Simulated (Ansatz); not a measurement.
# MoS2 (P-3m1) in Ansatz: notebook

The runs below take MoS2 through relaxation of cell and atoms, single point, with PBEsol+D4, PBE.

Program: Ansatz 0.2.0. These are calculated values, not measurements. Logs are shortened: lines on timing, memory, paths and dates and some standing lists are left out, and cuts for length are marked.

### Step 1. The crystal as given

Symmetry: P-3m1, No. 164, trigonal system. The conventional cell has a = 3.227 Å, b = 3.227 Å, c = 6.312 Å, α = 90.00°, β = 90.00°, γ = 120.00°. Mo (site symmetry -3m) has 6 S at 2.42 Å as nearest neighbours. Around S (site symmetry 3m) lie 3 Mo at 2.42 Å.

Measurements of this composition are mostly on another form, of space group No. 194.

### Step 2. Relaxation of cell and atoms, PBEsol+D4

input.yaml reads:

```yaml
crystal:
  lattice:
    - [3.2274645616, 0.0, 0.0]
    - [-1.6137322808, 2.7950663001, 0.0]
    - [0.0, 0.0, 6.31247342]
  atoms:
    - { symbol: Mo, position: [0.0, 0.0, 0.5] }
    - { symbol: S, position: [0.6666666667, 0.3333333333, 0.74468068] }
    - { symbol: S, position: [0.3333333333, 0.6666666667, 0.25531932] }
hamiltonian:
  xc: pbesol
  pseudopotentials: { kind: paw }
  dispersion: d4
kpoints:
  mp_grid: { grid: [9, 9, 4] }
scf:
  occupations: { method: fermi_dirac, width: 0.05 }
output:
  forces: true
  stress: true
relax:
  f_tol: 0.01
  max_steps: 40
  cell: { stress_tol: 0.05 }
```

Potentials or basis: Ansatz PAW.

The run is started by

```console
$ ansatz run input.yaml --threads 2 --pin off --max-ram 5632MiB --backend cpu --events-out ev --progress --plain --runs-dir out
```

The log of the run:

```text
Warning: RAYON_NUM_THREADS=2 ignored (pool sized by the plan → 2); use --threads N
Engine: ansatz 0.2.0, x86_64-unknown-linux-gnu
Pseudopotentials: kind: paw
Pseudopotential: Mo, paw, valence charge 14, recommended cutoff 420 eV (normal), Mo.paw.azcp
Pseudopotential: S, paw, valence charge 6, recommended cutoff 420 eV (normal), S.paw.azcp
Functional definition: PBEsol
  exchange = pbesol_x
  correlation = pbesol_c
Crystal: 3 atoms, lattice volume = 56.945 Å³
Basis set: ecut = 420 eV, 1137 PW (Γ), exchange–correlation on 48×48×90 points (8 copies of the dense FFT grid, shifted against one another)
Bands: 17, of which v1, the nominal top of the filled ones, is band 13 counted from 1 (12 counted from 0)
Symmetry: 12 space group operations
Space group: P-3m1 (ITA 164), of the structure as read, at distance tolerance 3.8e-5 Å
k-points: 43 of 324
Non-local potential: Mo, projectors of the file, l = 0: 3, l = 1: 2, l = 2: 2, l = 3: 1
Non-local potential: S, projectors of the file, l = 0: 2, l = 1: 2, l = 2: 2
PAW form: soft (Blöchl's): semilocal exchange-correlation on the pseudo side does not see the compensation charge
PAW frozen core: Mo, regenerated for the run's functional, and the local potential with it (the file was generated under x = pbe(κ = 0.804, μ = 0.2195149727645171), c = pbe(β = 0.06672455060314922))
PAW frozen core: S, regenerated for the run's functional, and the local potential with it (the file was generated under x = pbe(κ = 0.804, μ = 0.2195149727645171), c = pbe(β = 0.06672455060314922))
PAW one-centre angular grid: Mo, 590 points (default); XC on 64 Gauss nodes
PAW one-centre angular grid: S, 110 points (default); XC on 64 Gauss nodes
Initial density: superposition of atomic densities (neutral atoms: chi_scale 0, normalization atom), corrected by the library's trained network
Initial wavefunctions: pseudopotential atomic-orbital guess
Functional: x = pbesol(κ = 0.804, μ = 0.12345679012345678), c = pbesol(β = 0.046)
SCF iter   1: F=—  HF=-6669.986533 eV  |F-HF|=—  |Δ(HF+E_count)|=         —  Δρ=6.93e-3  dr2=1.72e-2  ethr=1.77e-3  ⟨swp⟩=6.0  Hψ=3990  notcnv=0
preconditioner: auto → LDOS  [metal: Δε(μ)=0.163 eV  Ē_g=7.806 eV  σ=0.050 eV  W_gap=0.49  n_scr=10 (ndim 8)  ℏωp=20.9 eV  f_vac=0.025  D(μ)=1.07/eV (n_scr^D=2)  β→1.0]
SCF iter   2: F=—  HF=-6669.983932 eV  |F-HF|=—  |Δ(HF+E_count)|=   2.60e-3  Δρ=2.91e-3  dr2=4.06e-3  ethr=6.61e-5  ⟨swp⟩=2.0  Hψ=1704  notcnv=0
SCF iter   3: F=—  HF=-6669.982417 eV  |F-HF|=—  |Δ(HF+E_count)|=   1.52e-3  Δρ=4.79e-4  dr2=2.32e-4  ethr=1.56e-5  ⟨swp⟩=2.0  Hψ=1176  notcnv=0
SCF iter   4: F=—  HF=-6669.982366 eV  |F-HF|=—  |Δ(HF+E_count)|=   5.04e-5  Δρ=1.15e-4  dr2=1.04e-5  ethr=8.91e-7  ⟨swp⟩=2.0  Hψ=1036  notcnv=0
SCF iter   5: F=—  HF=-6669.982322 eV  |F-HF|=—  |Δ(HF+E_count)|=   4.39e-5  Δρ=1.84e-5  dr2=1.41e-7  ethr=3.99e-8  ⟨swp⟩=2.0  Hψ=1053  notcnv=0
SCF iter   6: F=-6669.982322 eV  HF=-6669.982322 eV  |F-HF|=5.50e-9  |Δ(HF+E_count)|=   7.29e-8  Δρ=4.14e-6  dr2=5.99e-9  ethr=3.85e-10  ⟨swp⟩=4.1  Hψ=2467  notcnv=0
SCF 1 converged in 6 iterations: F = -6669.982322 eV  dr2 = 5.99e-9
relax step   1: F+E_penalty+E_count = -6669.98232237 eV  Δ(F+E_penalty+E_count) = +0.000e0 eV  max|allowed force component| = 2.510e-2 eV/Å  Δτ_max = 0.0000 Å  P = -5.307 GPa  Ω = 56.945 Å³  (6 SCF iters, dr2 threshold 1.00e-7 eV, accepted)
Crystal: 3 atoms, lattice volume = 49.740 Å³
Basis set: ecut = 420 eV, 957 PW (Γ), exchange–correlation on 48×48×90 points (8 copies of the dense FFT grid, shifted against one another)
Initial density: handed on by an earlier stage of this run
Initial wavefunctions: those handed on with the density
iter 1 solved again at ethr=8.03e-4 eV; its pass at ethr=3.10e-3 eV (dr2=2.09e-1 eV) is discarded
SCF iter   1: F=—  HF=-6670.132142 eV  |F-HF|=—  |Δ(HF+E_count)|=         —  Δρ=1.22e-2  dr2=2.09e-1  ethr=8.03e-4  ⟨swp⟩=1.0  Hψ=5075  notcnv=0
preconditioner: auto → Kerker (q_TF=auto, 2.449 Å⁻¹)  [metal: Δε(μ)=0.007 eV  Ē_g=8.173 eV  σ=0.050 eV  W_gap=0.03  n_scr=10 (ndim 8)  ℏωp=22.3 eV  f_vac=0.000  D(μ)=1.00/eV (n_scr^D=2)]
SCF iter   2: F=—  HF=-6670.109167 eV  |F-HF|=—  |Δ(HF+E_count)|=   2.30e-2  Δρ=6.74e-3  dr2=7.97e-2  ethr=8.03e-4  ⟨swp⟩=1.0  Hψ=731  notcnv=0
SCF iter   3: F=—  HF=-6670.094680 eV  |F-HF|=—  |Δ(HF+E_count)|=   1.45e-2  Δρ=1.56e-3  dr2=3.85e-3  ethr=3.07e-4  ⟨swp⟩=2.3  Hψ=1109  notcnv=0
SCF iter   4: F=—  HF=-6670.093930 eV  |F-HF|=—  |Δ(HF+E_count)|=   7.50e-4  Δρ=3.92e-4  dr2=1.14e-4  ethr=1.48e-5  ⟨swp⟩=2.0  Hψ=1013  notcnv=0
SCF iter   5: F=—  HF=-6670.093974 eV  |F-HF|=—  |Δ(HF+E_count)|=   4.44e-5  Δρ=1.15e-4  dr2=8.64e-6  ethr=4.39e-7  ⟨swp⟩=2.0  Hψ=1094  notcnv=0
SCF iter   6: F=—  HF=-6670.093982 eV  |F-HF|=—  |Δ(HF+E_count)|=   7.86e-6  Δρ=2.48e-5  dr2=3.75e-7  ethr=3.32e-8  ⟨swp⟩=2.0  Hψ=1096  notcnv=0
[... 37 lines left out ...]
SCF 5 converged in 6 iterations: F = -6670.127033 eV  dr2 = 3.50e-9
relax step   5: F+E_penalty+E_count = -6670.12703319 eV  Δ(F+E_penalty+E_count) = -2.978e-4 eV  max|allowed force component| = 2.826e-3 eV/Å  Δτ_max = 0.0071 Å  P = -0.032 GPa  Ω = 48.813 Å³  energy of the carried Pulay correction = +6.425e-4 eV  (6 SCF iters, dr2 threshold 3.00e-7 eV, accepted)
Crystal: 3 atoms, lattice volume = 48.854 Å³
iter 1 solved again at ethr=3.62e-7 eV; its pass at ethr=3.10e-3 eV (dr2=9.41e-5 eV) is discarded
SCF iter   1: F=—  HF=-6670.127077 eV  |F-HF|=—  |Δ(HF+E_count)|=         —  Δρ=3.32e-4  dr2=8.79e-5  ethr=3.62e-7  ⟨swp⟩=2.5  Hψ=4187  notcnv=0
preconditioner: auto → Kerker (q_TF=auto, 2.456 Å⁻¹)  [metal: Δε(μ)=0.015 eV  Ē_g=8.156 eV  σ=0.050 eV  W_gap=0.07  n_scr=10 (ndim 8)  ℏωp=22.5 eV  f_vac=0.000  D(μ)=1.16/eV (n_scr^D=2)]
SCF iter   2: F=—  HF=-6670.127063 eV  |F-HF|=—  |Δ(HF+E_count)|=   1.39e-5  Δρ=1.83e-4  dr2=2.95e-5  ethr=3.38e-7  ⟨swp⟩=1.0  Hψ=731  notcnv=0
SCF iter   3: F=—  HF=-6670.127058 eV  |F-HF|=—  |Δ(HF+E_count)|=   4.79e-6  Δρ=2.32e-5  dr2=6.54e-7  ethr=1.13e-7  ⟨swp⟩=1.0  Hψ=731  notcnv=0
SCF iter   4: F=—  HF=-6670.127058 eV  |F-HF|=—  |Δ(HF+E_count)|=   2.17e-8  Δρ=6.85e-6  dr2=3.13e-8  ethr=2.51e-9  ⟨swp⟩=2.2  Hψ=963  notcnv=0
iter 5 did not close the SCF: its close was put off for the readings that it lacked (scf_convergence_deferred on its scf_iter line)
SCF iter   5: F=-6670.127058 eV  HF=-6670.127058 eV  |F-HF|=1.90e-9  |Δ(HF+E_count)|=   5.25e-9  Δρ=2.45e-6  dr2=3.63e-9  ethr=1.20e-10  ⟨swp⟩=2.1  Hψ=1113  notcnv=0
SCF iter   6: F=-6670.127058 eV  HF=-6670.127058 eV  |F-HF|=3.82e-11  |Δ(HF+E_count)|=  1.69e-10  Δρ=5.23e-7  dr2=2.37e-10  ethr=1.39e-11  ⟨swp⟩=2.0  Hψ=2552  notcnv=0
SCF 6 converged in 6 iterations: F = -6670.127058 eV  dr2 = 2.37e-10
relax step   6: F+E_penalty+E_count = -6670.12705806 eV  Δ(F+E_penalty+E_count) = -2.487e-5 eV  max|allowed force component| = 6.050e-5 eV/Å  Δτ_max = 0.0025 Å  P = +0.013 GPa  Ω = 48.854 Å³  energy of the carried Pulay correction = +6.390e-4 eV  (6 SCF iters, dr2 threshold 1.20e-8 eV, accepted)
Basis set: ecut = 420 eV, 931 PW (Γ), exchange–correlation on 48×48×80 points (8 copies of the dense FFT grid, shifted against one another)
Initial wavefunctions: pseudopotential atomic-orbital guess (no wavefunctions were taken with the density)
iter 1 solved again at ethr=1.32e-7 eV; its pass at ethr=3.10e-3 eV (dr2=3.43e-5 eV) is discarded
SCF iter   1: F=—  HF=-6670.126396 eV  |F-HF|=—  |Δ(HF+E_count)|=         —  Δρ=1.54e-4  dr2=1.41e-6  ethr=1.32e-7  ⟨swp⟩=3.1  Hψ=5981  notcnv=0
preconditioner: auto → Kerker (q_TF=auto, 2.456 Å⁻¹)  [metal: Δε(μ)=0.016 eV  Ē_g=8.157 eV  σ=0.050 eV  W_gap=0.08  n_scr=10 (ndim 8)  ℏωp=22.5 eV  f_vac=0.000  D(μ)=1.15/eV (n_scr^D=2)]
SCF iter   2: F=—  HF=-6670.126434 eV  |F-HF|=—  |Δ(HF+E_count)|=   3.80e-5  Δρ=8.02e-5  dr2=3.68e-7  ethr=5.44e-9  ⟨swp⟩=1.4  Hψ=846  notcnv=0
SCF iter   3: F=—  HF=-6670.126434 eV  |F-HF|=—  |Δ(HF+E_count)|=   3.51e-7  Δρ=2.87e-6  dr2=1.14e-9  ethr=1.42e-9  ⟨swp⟩=2.6  Hψ=1128  notcnv=0
SCF iter   4: F=—  HF=-6670.126434 eV  |F-HF|=—  |Δ(HF+E_count)|=  5.14e-10  Δρ=5.63e-7  dr2=1.82e-10  ethr=4.38e-12  ⟨swp⟩=2.2  Hψ=1166  notcnv=0
iter 5 did not close the SCF: its close was put off for the readings that it lacked (scf_convergence_deferred on its scf_iter line)
SCF iter   5: F=-6670.126434 eV  HF=-6670.126434 eV  |F-HF|=6.37e-12  |Δ(HF+E_count)|=  1.00e-11  Δρ=8.87e-8  dr2=5.90e-12  ethr=1.00e-12  ⟨swp⟩=1.0  Hψ=731  notcnv=0
SCF iter   6: F=-6670.126434 eV  HF=-6670.126434 eV  |F-HF|=0.00e0  |Δ(HF+E_count)|=    0.00e0  Δρ=1.26e-8  dr2=7.57e-14  ethr=1.00e-12  ⟨swp⟩=4.1  Hψ=3016  notcnv=0
SCF 7 converged in 6 iterations: F = -6670.126434 eV  dr2 = 7.57e-14
relax step   7: F+E_penalty+E_count = -6670.12643389 eV  Δ(F+E_penalty+E_count) = +6.242e-4 eV  max|allowed force component| = 1.977e-4 eV/Å  Δτ_max = 0.0000 Å  P = +0.015 GPa  Ω = 48.854 Å³  stress off target by 2.51e-2 GPa  SCF on the basis re-selected at this cell (its energy is not comparable with the rows above)  (6 SCF iters)
basis re-selected at this cell: Δ(F+E_penalty+E_count) = +6.242e-4 eV, ΔP = +0.002 GPa vs the last step (what re-selecting the basis moved, of the pressure what is left beyond the Pulay correction that the steps carried, after the strain that the cell walked since its last selection, with what the two solves' SCF thresholds leave and, on support functions, any second-order correction that the steps lacked; it is no measure of the basis error at this ecutwfc). The dense FFT grid was sized anew with the basis: this SCF ran on 24×24×40 points, the steps before it on 24×24×45, so part of this shift can come from that change (see relax.cell in the input reference). This SCF's stress stands 2.51e-2 GPa from its target on what of the cell is left free (relax.cell.stress_tol is 5.00e-2 GPa) and its largest allowed force component is 1.98e-4 eV/Å (relax.f_tol is 1.00e-2 eV/Å): within both
SCF converged after 6 iterations
Free energy (F): -6670.126434 eV
Harris-Foulkes:  -6670.126434 eV  (|F-HF|=0.00e0)
Internal energy: -6670.117509 eV  (E = F + TS)
E sigma→0 (E₀):  -6670.121972 eV
Entropy (-TS):   -0.008924 eV (-2.975 meV/atom)
Fermi energy:    12.624103 eV
--- Per-component energies (eV) ---
  E_band       = -117.872364
  E_kinetic    = 657.412434
  E_local      = -1650.763953  (includes V_loc(G=0)·N_el)
  E_nonlocal   = 201.949696
  E_hartree    = 616.752920
  E_xc         = -376.040467
  E_vxc        = -405.093308  (∫ρ·V_xc dr)
  E_paw        = -4312.019997  (= ΣΔE_a)
  E_vpaw       = -154.883107  (= ΣTr[D̂ρ^β])
  E_aug_tail   = 0.000035  (compensation charges beyond the density's cutoff)
  E_ewald      = -1806.941208
  E_disp       = -0.800168  (pairwise vdW)
  E_core_change = 0.333198  (= ΣΔE_core)
  E_smearing   = -0.008924  (= −TS)
  E_closure    = -0.000000  (closes the sum)
  Σ components = -6670.126434   (vs F -6670.126434, Δ=0.00e0)
--- Forces (eV/Å), atoms counted from 1 ---
  atom   1  Mo    -0.00000000     0.00000000     0.00000000
  atom   2  S     -0.00000000    -0.00000000     0.00019771
  atom   3  S      0.00000000     0.00000000    -0.00019771
  max |Σ_I F_I| component: 5.26e-31 eV/Å
--- Stress (GPa, compression-positive) ---
        0.025120       0.000000       0.000000
        0.000000       0.025120       0.000000
        0.000000       0.000000      -0.005473
  P = ⅓ Tr σ = 0.0149 GPa (0.149 kbar)
--- Relaxed structure (6 steps of the walk, 6 accepted, 1 SCFs on fresh bases) ---
  F+E_penalty+E_count = -6670.12643389 eV   max|allowed force component| = 1.977e-4 eV/Å   (the final SCF, on the basis selected at the relaxed cell)
  cell:  # Å, volume = 48.8542 Å³
    - [3.14444596579927, 7.539763021241457e-34, -1.0340246429131138e-32]
    - [-1.572222982899635, 2.723170087209662, -1.2608970922345295e-17]
    - [-1.6853407552335152e-33, -2.847653159324386e-17, 5.705364906159229]
  atoms:
    - { symbol: Mo, position: [7.703719777548943e-34, 7.703719777548943e-34, 0.5] }
    - { symbol: S, position: [0.6666666666666666, 0.33333333333333326, 0.7754606627188408] }
    - { symbol: S, position: [0.33333333333333326, 0.6666666666666665, 0.2245393372811591] }
```

It took 17 s on 2 threads of Intel Xeon at 2.50GHz (Skylake/Cascade Lake), shared host; peak memory 0.39 GiB.

What came out:

- Free energy: -6670.1264 eV
- Relaxed volume: 16.28 Å³/atom
- Relaxed cell: a = 3.144 Å, b = 3.144 Å, c = 5.705 Å, α = 90.00°, β = 90.00°, γ = 120.00°
- Space group after relaxing (to 0.05 Å): P-3m1 (No. 164)
- Energy gained by relaxing: 48.0 meV/atom
- Ionic steps: 7
- Pressure after relaxing: 0.0 GPa

Step by step:
```csv
step,energy change (eV),largest force (eV/Å),volume (Å³)
1,0.0000,0.0251,56.94
2,-0.1117,0.0666,49.74
3,-0.1316,0.0528,50.34
4,-0.1444,0.0296,49.12
5,-0.1447,0.0028,48.81
6,-0.1447,0.0001,48.85
7,-0.1441,0.0002,48.85
```

Final structure:
```
CELL_PARAMETERS angstrom
3.14445 0.00000 0.00000
-1.57222 2.72317 0.00000
0.00000 0.00000 5.70536
ATOMIC_POSITIONS crystal
Mo 0.00000 0.00000 0.50000
S 0.66667 0.33333 0.77546
S 0.33333 0.66667 0.22454
```

Caveat: the plane-wave basis is chosen anew once the cell has moved, so the energies of steps on either side of that aren't comparable; the PAW data sets come from PBE, with cores solved anew for the run's functional, which leaves a small shift of forces and pressure.

(Continued in part 2 of 2.)
